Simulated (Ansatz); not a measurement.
A run of Ansatz 0.2.0 is set up as follows.

The input input.yaml:

```yaml
crystal:
  lattice:
    - [-3.9998, 0.0, 0.0]
    - [0.0, 0.0, -4.018]
    - [0.0, -7.9996, 0.0]
  atoms:
    - { symbol: Ba, position: [0.00144355, 0.02304186, 0.50759263] }
    - { symbol: Ba, position: [0.99855645, 0.97695814, 0.99240737] }
    - { symbol: Ti, position: [0.48032989, 0.56318885, 0.23579995] }
    - { symbol: Ti, position: [0.51967011, 0.47281115, 0.76420005] }
    - { symbol: O, position: [0.49380053, 0.96597287, 0.25815002] }
    - { symbol: O, position: [0.50619947, 0.00202713, 0.74184998] }
    - { symbol: O, position: [0.50761037, 0.49933203, 0.50744356] }
    - { symbol: O, position: [0.49238963, 0.47066797, 0.99255644] }
    - { symbol: O, position: [0.0152243, 0.48840562, 0.27113375] }
    - { symbol: O, position: [0.9847757, 0.48159438, 0.72886625] }
hamiltonian:
  xc: pbesol
  pseudopotentials: { kind: paw_fr }
magnetization:
  noncollinear: true
  spin_orbit: true
kpoints:
  mp_grid: { grid: [7, 7, 4] }
  band_path:
    path:
      - [[0.0, 0.0, 0.0], [0.5, 0.0, 0.0], [0.5, 0.5, 0.0], [0.0, 0.5, 0.0], [0.0, 0.0, 0.0], [0.0, 0.0, 0.5], [0.5, 0.0, 0.5], [0.5, 0.5, 0.5], [0.0, 0.5, 0.5], [0.0, 0.0, 0.5]]
      - [[0.0, 0.5, 0.0], [0.0, 0.5, 0.5]]
      - [[0.5, 0.0, 0.5], [0.5, 0.0, 0.0]]
      - [[0.5, 0.5, 0.0], [0.5, 0.5, 0.5]]
    npoints: 10
scf:
  occupations: { method: fermi_dirac, width: 0.05 }
  n_extra_bands: 25
output:
  forces: true
  stress: true
  eigenvalues: true
  fatbands: true
```

Potentials or basis: Ansatz PAW.

Command:

```bash
$ ansatz run input.yaml --threads 4 --pin off --max-ram 11264MiB --backend cpu --events-out ev --progress --plain --runs-dir out
```

(1) What does it give for the band gap along the path?

(2) What does it give for the pressure?

(3) Estimate the band gap on the k mesh.

(4) Predict the largest force.

## Answers

(1) 1.29 eV, indirect (least direct gap 1.51 eV).

(2) 3.7 GPa.

(3) 1.36 eV, indirect (least direct gap 1.51 eV).

(4) 6.584 eV/Å.

Caveat: the k mesh misses the band edges, so the gap on the mesh is wider than the one along the path; the pressure holds a Pulay correction of +0.6 GPa for the finite cutoff; the PAW data sets come from PBE, with cores solved anew for the run's functional, which leaves a small shift of forces and pressure; forces of over 1 eV/Å show positions far from the minimum, so gaps and moduli don't describe the material at rest.
